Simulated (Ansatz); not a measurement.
**Relativistic treatment of KBr**

```yaml
crystal:
  lattice:
    - [0.00000, 3.29250, 3.29250]
    - [3.29250, 0.00000, 3.29250]
    - [3.29250, 3.29250, 0.00000]
  atoms:
    - { symbol: K, position: [0.00000, 0.00000, 0.00000] }
    - { symbol: Br, position: [0.50000, 0.50000, 0.50000] }
```

Atoms are numbered in the order listed.

The cell is COD entry 1010046, as deposited and not checked against the literature; nothing was relaxed. It is an old determination, and later ones may differ.

One fixed cell is solved with PBE by PAW with the default files in Ansatz 0.2.0 under different relativistic treatments. Pressure is positive in compression.

Settings: a Γ-centred 7×7×7 k mesh, Fermi–Dirac smearing of 0.01 eV, cutoff 420 eV, no spin polarisation.

| setting | P (GPa) | gap over the k mesh and a high-symmetry path (eV) | lowest level at Γ above −25 eV, from the valence-band top or, without a gap, the Fermi level (eV) |
| --- | --- | --- | --- |
| scalar-relativistic | 0.83 | 4.45 | ? |
| with spin–orbit coupling | 0.84 | ? | -12.46 |

**Question.** Fill in "gap over the k mesh and a high-symmetry path (eV)" for the row "with spin–orbit coupling".

**Answer.** 4.29.

**Question.** What belongs in the row "scalar-relativistic", column "lowest level at Γ above −25 eV, from the valence-band top or, without a gap, the Fermi level (eV)"?

**Answer.** -12.30.
